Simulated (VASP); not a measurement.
# CdSe (P6_3mc) in VASP: a series of runs, part 2 of 2

VASP 6.6.1. The steps go on from the part before.

### 3 Band structure, r2SCAN

INCAR

```
PREC = Accurate
ENCUT = 520
EDIFF = 1E-6
ISMEAR = 0
SIGMA = 0.02
LREAL = False
LASPH = True
NELM = 100
ALGO = Normal
ISIF = 2
LWAVE = False
LCHARG = False
METAGGA = R2SCAN
LMIXTAU = True
```

KPOINTS

```
Automatic mesh
0
Gamma
  9 9 6
```

POSCAR

```
CdSe
1.0
    4.3106900000      0.0000000000      0.0000000000
   -2.1553500000      3.7331700000      0.0000000000
    0.0000000000      0.0000000000      7.0318800000
Cd Se
2 2
Direct
    0.6666700000      0.3333300000      0.4999600000
    0.3333300000      0.6666700000      0.9999600000
    0.6666700000      0.3333300000      0.8759000000
    0.3333300000      0.6666700000      0.3759000000
```

KPOINTS_OPT

```
path GMKGALHA,LM,KH
10
line-mode
reciprocal
 0.0000000000  0.0000000000  0.0000000000  G
 0.5000000000  0.0000000000  0.0000000000  M

 0.5000000000  0.0000000000  0.0000000000  M
 0.3333333333  0.3333333333  0.0000000000  K

 0.3333333333  0.3333333333  0.0000000000  K
 0.0000000000  0.0000000000  0.0000000000  G

 0.0000000000  0.0000000000  0.0000000000  G
 0.0000000000  0.0000000000  0.5000000000  A

 0.0000000000  0.0000000000  0.5000000000  A
 0.5000000000  0.0000000000  0.5000000000  L

 0.5000000000  0.0000000000  0.5000000000  L
 0.3333333333  0.3333333333  0.5000000000  H

 0.3333333333  0.3333333333  0.5000000000  H
 0.0000000000  0.0000000000  0.5000000000  A

 0.5000000000  0.0000000000  0.5000000000  L
 0.5000000000  0.0000000000  0.0000000000  M

 0.3333333333  0.3333333333  0.0000000000  K
 0.3333333333  0.3333333333  0.5000000000  H
```

Potentials or basis: VASP PAW PBE potentials, release 64 (Cd, Se).

The run is started by

```console
> cat potpaw_PBE.64/Cd/POTCAR potpaw_PBE.64/Se/POTCAR > POTCAR
> mpirun -np 1 vasp_std > vasp.out
```

OUTCAR:

```text
PREC = Accurate
   ENCUT = 520
   EDIFF = 1E-6
   ISMEAR = 0
   LREAL = False
   LASPH = True
   NELM = 100
   ISIF = 2
   METAGGA = R2SCAN

 ion  position               nearest neighbor table
   1  0.667  0.333  0.500-   4 2.64   4 2.64   4 2.64   3 2.64
   2  0.333  0.667  1.000-   3 2.64   3 2.64   3 2.64   4 2.64
   3  0.667  0.333  0.876-   2 2.64   2 2.64   2 2.64   1 2.64
   4  0.333  0.667  0.376-   1 2.64   1 2.64   1 2.64   2 2.64

  LATTYP: Found a hexagonal cell.
 ALAT       =     4.3106900000
[... 794 lines left out ...]
     22       7.1942      0.00000

 [... further k-points ...]
[... 5 lines left out ...]
  --------------------------------------------------------------------------------------
  -------------------------------------------------------------------------------------
  Total        0.9632342      0.9638665      0.9524620      0.0005450      0.0000000      0.0000000
  in kB       13.6378669     13.6468200     13.4853504      0.0077166      0.0000000      0.0000000
  external PRESSURE =      13.5900124 kB  Pullay stress =       0.0000000 kB

 VOLUME and BASIS-vectors are now :
 -----------------------------------------------------------------------------
  energy-cutoff  :      520.00
  volume of cell :      113.16
      direct lattice vectors                 reciprocal lattice vectors
     4.310690000  0.000000000  0.000000000     0.231981423  0.133934742  0.000000000
    -2.155350000  3.733170000  0.000000000     0.000000000  0.267868862  0.000000000
     0.000000000  0.000000000  7.031880000     0.000000000  0.000000000  0.142209480

 POSITION                                       TOTAL-FORCE (eV/Angst)
 -----------------------------------------------------------------------------------
      2.15536      1.24438      3.51566        -0.000225      0.000130      0.005465
     -0.00002      2.48879      7.03160         0.000225     -0.000130      0.005465
      2.15536      1.24438      6.15922        -0.000252      0.000145     -0.005465
     -0.00002      2.48879      2.64328         0.000252     -0.000145     -0.005465
 -----------------------------------------------------------------------------------
    total drift:                               -0.000000     -0.000000     -0.003760

  FREE ENERGIE OF THE ION-ELECTRON SYSTEM (eV)
  ---------------------------------------------------
  free  energy   TOTEN  =       -71.8215187512 eV

  energy  without entropy=      -71.8215187512  energy(sigma->0) =      -71.82151875
```

OSZICAR:

```text
N       E                     dE             d eps       ncg     rms          rms(c)
DAV:   1     0.182087138139E+03    0.18209E+03   -0.17753E+04  4400   0.151E+03
DAV:   2    -0.676998201126E+02   -0.24979E+03   -0.24433E+03  4898   0.355E+02
DAV:   3    -0.814432395261E+02   -0.13743E+02   -0.13684E+02  5276   0.839E+01
[... 26 lines left out ...]
       N       E                     dE             ncg
DAV:   1     0.539604567292E+04   -0.65351E+05     3960
DAV:   2    -0.168590651051E+05   -0.22255E+05     4422
DAV:   3    -0.179921996035E+05   -0.11331E+04     4674
DAV:   4    -0.180014409147E+05   -0.92413E+01     4416
DAV:   5    -0.180015218097E+05   -0.80895E-01     4758
DAV:   6    -0.180015232490E+05   -0.14393E-02     4506
DAV:   7    -0.180015232863E+05   -0.37220E-04     4544
DAV:   8    -0.180015232875E+05   -0.12045E-05     3014
DAV:   9    -0.180015232876E+05   -0.17620E-06     3000
```

stdout:

```text
POSCAR found type information on POSCAR CdSe
 POSCAR found :  2 types and       4 ions
 scaLAPACK will be used
 -----------------------------------------------------------------------------
|                                                                             |
|                                                                             |
|     You enforced a specific xc type in the INCAR file but a different       |
|     I HOPE YOU KNOW WHAT YOU ARE DOING!                                     |
|                                                                             |
 -----------------------------------------------------------------------------

 LDA part: xc-table for (None), standard interpolation
 POSCAR, INCAR and KPOINTS ok, starting setup
 FFT: planning ... GRIDC
 FFT: planning ... GRID_SOFT
 FFT: planning ... GRID
 WAVECAR not read
 entering main loop
 Start KPOINTS_OPT (optional k-point list driver)
k-point batch [1-90\90]
```

It took 23 min on 1 thread of Intel Xeon Platinum 8259CL at 2.50GHz (Skylake/Cascade Lake), shared host; peak memory 0.5 GiB.

Results:

* Free energy: -71.8215 eV
* Pressure: 1.4 GPa
* Largest force: 0.005 eV/Å
* Band gap on the k mesh: 1.14 eV, direct
* Band gap along the path: 1.14 eV, direct

Forces in eV/Å, atoms in the order of the input:
```
Cd   0.000  0.000  0.005
Cd   0.000  0.000  0.005
Se   0.000  0.000 -0.005
Se   0.000  0.000 -0.005
```

Levels at the corners of the path, in eV from the valence-band top:
```tsv
point	band 16	band 17	band 18	band 19	band 20	band 21
Γ	-0.05	0.00	0.00	1.14	2.66	6.38
M	-1.87	-1.33	-0.76	3.67	3.71	5.09
M	-1.87	-1.33	-0.76	3.67	3.71	5.09
K	-1.89	-1.89	-1.70	4.51	5.25	5.25
K	-1.89	-1.89	-1.70	4.51	5.25	5.25
Γ	-0.05	0.00	0.00	1.14	2.66	6.38
Γ	-0.05	0.00	0.00	1.14	2.66	6.38
A	-0.40	-0.40	-0.40	2.82	2.82	6.30
A	-0.40	-0.40	-0.40	2.82	2.82	6.30
L	-1.36	-1.36	-1.36	3.34	3.34	5.27
L	-1.36	-1.36	-1.36	3.34	3.34	5.27
H	-2.46	-1.13	-1.13	4.23	4.23	6.13
H	-2.46	-1.13	-1.13	4.23	4.23	6.13
A	-0.40	-0.40	-0.40	2.82	2.82	6.30
L	-1.36	-1.36	-1.36	3.34	3.34	5.27
M	-1.87	-1.33	-0.76	3.67	3.71	5.09
K	-1.89	-1.89	-1.70	4.51	5.25	5.25
H	-2.46	-1.13	-1.13	4.23	4.23	6.13
```

Caveat: the PAW data sets were made with another functional, which shifts forces and pressure a little.

### 4 Band structure, TB-mBJ

POSCAR is that of step 3.

INCAR.step1

```
PREC = Accurate
ENCUT = 520
EDIFF = 1E-5
ISMEAR = 0
SIGMA = 0.02
LREAL = False
LASPH = True
NELM = 100
ALGO = Normal
ISIF = 2
LWAVE = True
LCHARG = False
GGA = PE
```

INCAR.step2

```
PREC = Accurate
ENCUT = 520
EDIFF = 1E-6
ISMEAR = 0
SIGMA = 0.02
LREAL = False
LASPH = True
NELM = 100
ALGO = Normal
ISIF = 2
LWAVE = False
LCHARG = False
METAGGA = MBJ
ISTART = 1
```

KPOINTS is that of step 3.

KPOINTS_OPT is that of step 3.

The run is started by

```console
> cat potpaw_PBE.64/Cd/POTCAR potpaw_PBE.64/Se/POTCAR > POTCAR
> cp INCAR.step1 INCAR
> mpirun -np 1 vasp_std > vasp.out
> cp INCAR.step2 INCAR
> mpirun -np 1 vasp_std > vasp.out
```

It took 12 min on 1 thread of Intel Xeon Platinum 8259CL at 2.50GHz (Skylake/Cascade Lake), shared host; peak memory 0.49 GiB.

It converged, with:

* Band gap on the k mesh: 2.00 eV, direct
* Band gap along the path: 2.00 eV, direct

Levels at the corners of the path, in eV from the valence-band top:
```
point  band 15  band 16  band 17  band 18  band 19  band 20  band 21  band 22
    Γ    -0.67    -0.04     0.00     0.00     2.00     3.32     6.72     6.72
    M    -2.33    -1.64    -1.13    -0.67     4.20     4.29     5.60     7.05
    M    -2.33    -1.64    -1.13    -0.67     4.20     4.29     5.60     7.07
    K    -2.68    -1.64    -1.64    -1.47     5.17     5.57     5.57     7.85
    K    -2.68    -1.64    -1.64    -1.47     5.17     5.57     5.57     7.84
    Γ    -0.67    -0.04     0.00     0.00     2.00     3.32     6.72     6.72
    Γ    -0.67    -0.04     0.00     0.00     2.00     3.32     6.72     6.72
    A    -0.35    -0.35    -0.35    -0.35     3.46     3.46     6.74     6.74
    A    -0.35    -0.35    -0.35    -0.35     3.46     3.46     6.74     6.74
    L    -1.19    -1.19    -1.19    -1.19     3.98     3.98     5.67     5.67
    L    -1.19    -1.19    -1.19    -1.19     3.98     3.98     5.67     5.67
    H    -2.13    -2.13    -1.00    -1.00     4.71     4.71     6.69     6.69
    H    -2.13    -2.13    -1.00    -1.00     4.71     4.71     6.69     6.69
    A    -0.35    -0.35    -0.35    -0.35     3.46     3.46     6.74     6.74
    L    -1.19    -1.19    -1.19    -1.19     3.98     3.98     5.67     5.67
    M    -2.33    -1.64    -1.13    -0.67     4.20     4.29     5.60     7.06
    K    -2.68    -1.64    -1.64    -1.47     5.17     5.57     5.57     7.83
    H    -2.13    -2.13    -1.00    -1.00     4.71     4.71     6.69     6.69
```

Caveat: the PAW data sets were made with another functional, which shifts forces and pressure a little.

### 5 Summary

```tsv
level	further INCAR settings	gap on the mesh (eV)	pressure (GPa)
PBEsol	ALGO = Fast; EDIFF = 1e-06	0.53	0.1
r2SCAN	ALGO = Normal; EDIFF = 1e-06	1.14	1.4
TB-mBJ	ALGO = Normal; EDIFF = 1e-06	2.00	-
```

Alike in all rows: task band structure; potentials or basis VASP PAW PBE potentials, release 64 (Cd, Se); no spin polarisation; cell as given; k mesh 9 × 9 × 6; cutoff (eV) 520; smearing gaussian 0.02 eV.

On the cell as given the gap runs from 0.53 eV (PBEsol) to 2.00 eV (TB-mBJ).

Caveats: the PAW data sets were made with another functional, which shifts forces and pressure a little.

Total energies depend on the potentials used, so only differences within one code and one set of settings carry meaning.

### 6 How close it comes

Step 2. A measured gap of CdSe is 1.841 eV (2 K; a printed reference work, data compilation); the calculated 0.53 eV misses it by -1.31 eV. So large a miss can be the level of theory's own, or it may mean another phase, state or a wrong row. Spin-orbit coupling on Cd, Se is left out. The value is that of PBEsol, without temperature or zero-point motion. Semilocal functionals fall short of measured gaps as a rule. The cell is a database's relaxed one, not the measured one, which moves gaps too.

Step 3. Against the measured gap of CdSe, 1.841 eV (2 K; a printed reference work, data compilation), the calculated 1.14 eV is off by -0.70 eV. Spin-orbit coupling on Cd, Se is left out. The value is that of r2SCAN, without temperature or zero-point motion. The cell is a database's relaxed one, not the measured one, which moves gaps too.

Step 4. Against the measured gap of CdSe, 1.841 eV (2 K; a printed reference work, data compilation), the calculated 2.00 eV is off by +0.16 eV. Spin-orbit coupling on Cd, Se is left out. The value is that of TB-mBJ, without temperature or zero-point motion. The cell is a database's relaxed one, not the measured one, which moves gaps too.
